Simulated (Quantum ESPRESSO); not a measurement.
# AlNi (Pm-3m) in Quantum ESPRESSO: single point with PBE

Aim: the single point of AlNi with PBE.

All numbers are computed with Quantum ESPRESSO 7.5; they aren't measurements. Logs are shortened: lines on timing, memory, paths and dates and some standing lists are left out, and cuts for length are marked.

## 1. The crystal as given

Symmetry: Pm-3m, No. 221, cubic system. Conventional cell: a = 2.881 Å, b = 2.881 Å, c = 2.881 Å, α = 90.00°, β = 90.00°, γ = 90.00°. Ni (site symmetry m-3m) has 8 Al at 2.50 Å as nearest neighbours. Al (site symmetry m-3m) has 8 Ni at 2.50 Å as nearest neighbours.

## 2. Single point, PBE, collinear spin, ferromagnetic start

File pw.in:

```
&CONTROL
  calculation = 'scf'
  prefix = 'pwscf'
  outdir = './tmp'
  pseudo_dir = './pseudo'
  tprnfor = .true.
  tstress = .true.
  disk_io = 'nowf'
/
&SYSTEM
  ibrav = 0
  nat = 2
  ntyp = 2
  ecutwfc = 55
  ecutrho = 440
  nbnd = 20
  occupations = 'smearing'
  smearing = 'fd'
  degauss = 0.00367493
  nspin = 2
  starting_magnetization(1) = 0.1389
  starting_magnetization(2) = 0
/
&ELECTRONS
  conv_thr = 4d-10
  electron_maxstep = 120
  mixing_beta = 0.3
/
ATOMIC_SPECIES
Ni    58.6934 ni_pbe_v1.4.uspp.F.UPF
Al    26.9815 Al.pbe-n-kjpaw_psl.1.0.0.UPF
CELL_PARAMETERS angstrom
   2.8810000000    0.0000000000    0.0000000000
   0.0000000000    2.8810000000    0.0000000000
   0.0000000000    0.0000000000    2.8810000000
ATOMIC_POSITIONS crystal
Ni     0.5000000000    0.5000000000    0.5000000000
Al     0.0000000000    0.0000000000    0.0000000000
K_POINTS automatic
9 9 9 0 0 0
```

Potentials or basis: SSSP 1.3 efficiency PBE.

The run is started by

```console
$ OMP_NUM_THREADS=1 pw.x -in pw.in > pw.out
```

pw.out:

```text
This program is part of the open-source Quantum ESPRESSO suite
     for quantum simulation of materials; please cite
         "P. Giannozzi et al., J. Phys.:Condens. Matter 21 395502 (2009);
         "P. Giannozzi et al., J. Phys.:Condens. Matter 29 465901 (2017);
         "P. Giannozzi et al., J. Chem. Phys. 152 154105 (2020);
     in publications or presentations arising from this work. More details at

     file Al.pbe-n-kjpaw_psl.1.0.0.UPF: wavefunction(s)  3S 3P renormalized
     Message from routine setup:
     using ibrav=0 with symmetry is DISCOURAGED, use correct ibrav instead

     G-vector sticks info
     --------------------
     sticks:   dense  smooth     PW     G-vecs:    dense   smooth      PW
     Sum        1041     517    161                25269     8925    1551

     Using Slab Decomposition

     bravais-lattice index     =            0
     lattice parameter (alat)  =       5.4443  a.u.
     unit-cell volume          =     161.3713 (a.u.)^3
     number of atoms/cell      =            2
     number of atomic types    =            2
     number of electrons       =        21.00
     number of Kohn-Sham states=           20
     kinetic-energy cutoff     =      55.0000  Ry
     charge density cutoff     =     440.0000  Ry
     scf convergence threshold =      4.0E-10
     mixing beta               =       0.3000
     number of iterations used =            8  plain     mixing
     Exchange-correlation= SLA  PW   PBX  PBC
                           (   1   4   3   4   0   0   0)

     celldm(1)=   5.444301  celldm(2)=   0.000000  celldm(3)=   0.000000
     celldm(4)=   0.000000  celldm(5)=   0.000000  celldm(6)=   0.000000

     crystal axes: (cart. coord. in units of alat)
               a(1) = (   1.000000   0.000000   0.000000 )
               a(2) = (   0.000000   1.000000   0.000000 )
               a(3) = (   0.000000   0.000000   1.000000 )

     reciprocal axes: (cart. coord. in units 2 pi/alat)
               b(1) = (  1.000000  0.000000  0.000000 )
               b(2) = (  0.000000  1.000000  0.000000 )
               b(3) = (  0.000000  0.000000  1.000000 )

     PseudoPot. # 1 for Ni read from file:
     ni_pbe_v1.4.uspp.F.UPF
     Pseudo is Ultrasoft + core correction, Zval = 18.0
     Generated by new atomic code, or converted to UPF format
     Using radial grid of  865 points,  6 beta functions with:
                l(1) =   0
                l(2) =   0
                l(3) =   1
                l(4) =   1
                l(5) =   2
                l(6) =   2
     Q(r) pseudized with 10 coefficients,  rinner =    0.980   0.980   0.980
                                                       0.980   0.980

     PseudoPot. # 2 for Al read from file:
     Al.pbe-n-kjpaw_psl.1.0.0.UPF
     Pseudo is Projector augmented-wave + core cor, Zval =  3.0
     Generated using "atomic" code by A. Dal Corso  v.5.1
     Shape of augmentation charge: PSQ
     Using radial grid of 1135 points,  6 beta functions with:
                l(1) =   0
                l(2) =   0
                l(3) =   1
                l(4) =   1
                l(5) =   2
                l(6) =   2
     Q(r) pseudized with 0 coefficients

     atomic species   valence    mass     pseudopotential
     Ni               18.00    58.69340     Ni( 1.00)
     Al                3.00    26.98150     Al( 1.00)

     Starting magnetic structure
     atomic species   magnetization
     Ni              0.139
     Al              0.000

     48 Sym. Ops., with inversion, found

   Cartesian axes

     site n.     atom                  positions (alat units)
         1        Ni     tau(   1) = (   0.5000000   0.5000000   0.5000000  )
         2        Al     tau(   2) = (   0.0000000   0.0000000   0.0000000  )

     number of k points=    35  Fermi-Dirac smearing, width (Ry)=  0.0037
                       cart. coord. in units 2pi/alat
        k(    1) = (   0.0000000   0.0000000   0.0000000), wk =   0.0013717
        k(    2) = (   0.0000000   0.0000000   0.1111111), wk =   0.0082305
        k(    3) = (   0.0000000   0.0000000   0.2222222), wk =   0.0082305
        k(    4) = (   0.0000000   0.0000000   0.3333333), wk =   0.0082305
        k(    5) = (   0.0000000   0.0000000   0.4444444), wk =   0.0082305
        k(    6) = (   0.0000000   0.1111111   0.1111111), wk =   0.0164609
[... 27 lines left out ...]
        k(   34) = (   0.3333333   0.4444444   0.4444444), wk =   0.0329218
        k(   35) = (   0.4444444   0.4444444   0.4444444), wk =   0.0109739

     Dense  grid:    25269 G-vectors     FFT dimensions: (  40,  40,  40)

     Smooth grid:     8925 G-vectors     FFT dimensions: (  25,  25,  25)

     Check: negative core charge=   -0.000005
     Generating pointlists ...
     new r_m :   0.3572 (alat units)  1.9449 (a.u.) for type    1
     new r_m :   0.3572 (alat units)  1.9449 (a.u.) for type    2

     Initial potential from superposition of free atoms

     starting charge      18.9977, renormalised to      21.0000
     Starting wfcs are   17 randomized atomic wfcs +    3 random wfcs

     Self-consistent Calculation

     iteration #  1     ecut=    55.00 Ry     beta= 0.30
     Davidson diagonalization with overlap
     ethr =  1.00E-02,  avg # of iterations =  6.5

     total energy              =    -367.36959650 Ry
     estimated scf accuracy    <      54.76266305 Ry

     total magnetization       =     0.10 Bohr mag/cell
     absolute magnetization    =     0.19 Bohr mag/cell

     iteration #  2     ecut=    55.00 Ry     beta= 0.30
     Davidson diagonalization with overlap
     ethr =  1.00E-02,  avg # of iterations =  3.0

     total energy              =    -382.39992805 Ry
     estimated scf accuracy    <      12.62536987 Ry

     total magnetization       =     0.04 Bohr mag/cell
     absolute magnetization    =     0.10 Bohr mag/cell

     iteration #  3     ecut=    55.00 Ry     beta= 0.30
     Davidson diagonalization with overlap
     ethr =  1.00E-02,  avg # of iterations =  2.0

     total energy              =    -382.82514887 Ry
     estimated scf accuracy    <       1.97088869 Ry

     total magnetization       =     0.11 Bohr mag/cell
     absolute magnetization    =     0.20 Bohr mag/cell
[... 165 lines left out ...]
     total energy              =    -382.87662233 Ry
     estimated scf accuracy    <       0.00000005 Ry

     total magnetization       =     0.00 Bohr mag/cell
     absolute magnetization    =     0.00 Bohr mag/cell

     iteration # 21     ecut=    55.00 Ry     beta= 0.30
     Davidson diagonalization with overlap
     ethr =  2.26E-10,  avg # of iterations =  1.0

     total energy              =    -382.87662233 Ry
     estimated scf accuracy    <          7.7E-09 Ry

     total magnetization       =     0.00 Bohr mag/cell
     absolute magnetization    =     0.00 Bohr mag/cell

     iteration # 22     ecut=    55.00 Ry     beta= 0.30
     Davidson diagonalization with overlap
     ethr =  3.69E-11,  avg # of iterations =  1.2

     Magnetic moment per site  (integrated on atomic sphere of radius R)
     atom   1 (R=0.357)  charge= 16.8179  magn=  0.0000
     atom   2 (R=0.357)  charge=  1.2423  magn=  0.0000

     End of self-consistent calculation

 ------ SPIN UP ------------

          k = 0.0000 0.0000 0.0000 (  1141 PWs)   bands (ev):

   -89.5398 -49.9441 -49.9441 -49.9441   2.6415  10.5768  10.5768  12.2766
    12.2766  12.2766  19.3006  19.3006  19.3006  21.9299  21.9299  27.5081
    34.6436  34.6436  34.6436  37.1614

          k = 0.0000 0.0000 0.1111 (  1117 PWs)   bands (ev):

   -89.5396 -49.9467 -49.9439 -49.9439   2.8693  10.5527  10.6298  12.1806
    12.1806  12.2870  17.4429  19.5981  19.5981  21.9421  23.5323  28.3355
    32.6551  32.6551  34.6657  34.6911

          k = 0.0000 0.0000 0.2222 (  1113 PWs)   bands (ev):

   -89.5392 -49.9535 -49.9434 -49.9434   3.5444  10.3228  10.7675  11.9559
    11.9559  12.3135  15.1011  20.4310  20.4310  21.9765  25.1287  29.9573
    29.9573  30.8811  32.1753  33.9494

          k = 0.0000 0.0000 0.3333 (  1113 PWs)   bands (ev):

   -89.5387 -49.9612 -49.9428 -49.9428   4.6403   9.4180  10.9307  11.7257
    11.7257  12.3439  13.6609  21.6833  21.6833  22.0238  26.3431  27.4806
    27.4806  30.3710  31.4976  34.6103

          k = 0.0000 0.0000 0.4444 (  1124 PWs)   bands (ev):

   -89.5384 -49.9662 -49.9424 -49.9424   6.1012   7.8103  11.0415  11.5869
    11.5869  12.3637  13.2108  22.0610  23.2310  23.2310  25.3354  25.3354
    27.6210  29.4202  29.5704  34.8473
[... 159 lines left out ...]
   -89.5366 -49.9582 -49.9581 -49.9581   7.9283  10.2619  10.2619  11.8917
    12.0030  12.0030  15.7769  15.7769  17.7143  21.1948  21.1948  22.3847
    27.9206  35.3373  35.3373  39.9922

          k = 0.3333 0.3333 0.4444 (  1097 PWs)   bands (ev):

   -89.5363 -49.9630 -49.9577 -49.9576   8.7180   9.8850  10.1518  12.0112
    12.0391  12.8802  14.2130  17.1085  18.1989  19.1542  20.1183  22.7319
    26.0612  36.0605  37.7234  40.2164

          k = 0.3333 0.4444 0.4444 (  1102 PWs)   bands (ev):

   -89.5360 -49.9626 -49.9625 -49.9572   9.1950   9.9131   9.9191  12.0779
    12.6623  13.5327  14.5853  16.0411  17.3479  19.2196  20.5152  21.0717
    24.1209  37.5753  39.7144  41.0272

          k = 0.4444 0.4444 0.4444 (  1082 PWs)   bands (ev):

   -89.5357 -49.9621 -49.9621 -49.9621   9.5366   9.7733   9.7733  12.6966
    12.6966  14.5481  15.7677  15.7677  17.3982  18.6643  18.6643  19.5350
    22.2853  40.2127  40.2127  43.9416

 ------ SPIN DOWN ----------

          k = 0.0000 0.0000 0.0000 (  1141 PWs)   bands (ev):

   -89.5398 -49.9441 -49.9441 -49.9441   2.6415  10.5768  10.5768  12.2766
    12.2766  12.2766  19.3006  19.3006  19.3006  21.9299  21.9299  27.5081
    34.6436  34.6436  34.6436  37.1614

          k = 0.0000 0.0000 0.1111 (  1117 PWs)   bands (ev):

   -89.5396 -49.9467 -49.9439 -49.9439   2.8693  10.5527  10.6298  12.1807
    12.1807  12.2870  17.4429  19.5981  19.5981  21.9421  23.5324  28.3355
    32.6551  32.6551  34.6657  34.6911

          k = 0.0000 0.0000 0.2222 (  1113 PWs)   bands (ev):

   -89.5392 -49.9535 -49.9433 -49.9433   3.5444  10.3228  10.7675  11.9559
    11.9559  12.3136  15.1011  20.4310  20.4310  21.9765  25.1287  29.9573
    29.9573  30.8811  32.1753  33.9494

          k = 0.0000 0.0000 0.3333 (  1113 PWs)   bands (ev):

   -89.5387 -49.9612 -49.9427 -49.9427   4.6403   9.4180  10.9307  11.7257
    11.7257  12.3439  13.6609  21.6833  21.6833  22.0239  26.3431  27.4806
    27.4806  30.3710  31.4976  34.6103

          k = 0.0000 0.0000 0.4444 (  1124 PWs)   bands (ev):

   -89.5384 -49.9662 -49.9424 -49.9424   6.1012   7.8103  11.0415  11.5869
    11.5869  12.3638  13.2108  22.0610  23.2310  23.2310  25.3354  25.3354
    27.6210  29.4202  29.5704  34.8473
[... 159 lines left out ...]
   -89.5366 -49.9582 -49.9580 -49.9580   7.9283  10.2619  10.2619  11.8917
    12.0030  12.0030  15.7769  15.7769  17.7143  21.1948  21.1948  22.3847
    27.9206  35.3373  35.3373  39.9922

          k = 0.3333 0.3333 0.4444 (  1097 PWs)   bands (ev):

   -89.5363 -49.9630 -49.9577 -49.9576   8.7180   9.8850  10.1518  12.0112
    12.0391  12.8802  14.2130  17.1085  18.1990  19.1542  20.1183  22.7319
    26.0612  36.0606  37.7234  40.2164

          k = 0.3333 0.4444 0.4444 (  1102 PWs)   bands (ev):

   -89.5360 -49.9625 -49.9625 -49.9572   9.1950   9.9131   9.9191  12.0779
    12.6623  13.5327  14.5853  16.0411  17.3479  19.2196  20.5152  21.0717
    24.1209  37.5753  39.7144  41.0291

          k = 0.4444 0.4444 0.4444 (  1082 PWs)   bands (ev):

   -89.5357 -49.9621 -49.9621 -49.9621   9.5366   9.7733   9.7733  12.6966
    12.6966  14.5481  15.7676  15.7676  17.3982  18.6643  18.6643  19.5350
    22.2853  40.2127  40.2127  43.9416

     the Fermi energy is    13.8227 ev

!    total energy              =    -382.87662233 Ry
     estimated scf accuracy    <          1.7E-10 Ry
     smearing contrib. (-TS)   =      -0.00048779 Ry
     internal energy E=F+TS    =    -382.87613454 Ry

     The total energy is F=E-TS. E is the sum of the following terms:
     one-electron contribution =    -263.02782952 Ry
     hartree contribution      =     142.61358941 Ry
     xc contribution           =     -38.32460276 Ry
     ewald contribution        =    -189.45116224 Ry
     one-center paw contrib.   =     -34.68612943 Ry

     total magnetization       =     0.00 Bohr mag/cell
     absolute magnetization    =     0.00 Bohr mag/cell

     convergence has been achieved in  22 iterations

     Forces acting on atoms (cartesian axes, Ry/au):

     atom    1 type  1   force =     0.00000000    0.00000000    0.00000000
     atom    2 type  2   force =     0.00000000    0.00000000    0.00000000

     Total force =     0.000000     Total SCF correction =     0.000000

     Computing stress (Cartesian axis) and pressure

          total   stress  (Ry/bohr**3)                   (kbar)     P=       20.95
   0.00014242   0.00000000   0.00000000           20.95        0.00        0.00
   0.00000000   0.00014242   0.00000000            0.00       20.95        0.00
   0.00000000   0.00000000   0.00014242            0.00        0.00       20.95

=------------------------------------------------------------------------------=
   JOB DONE.
=------------------------------------------------------------------------------=
```

It took 61 s on 1 thread of Arm Neoverse V1, shared host; peak memory 0.14 GiB.

What came out:

- Free energy: -5209.3018 eV
- Pressure: 2.1 GPa
- Band gap on the k mesh: none (metal or under the smearing width)
- Net moment: 0.00 μB per cell
- Absolute moment: 0.00 μB per cell
- Valence electrons inside the program's atomic spheres: Ni 16.82; Al 1.24

Caveat: the starting moments collapsed, and a magnetic state may lie lower.
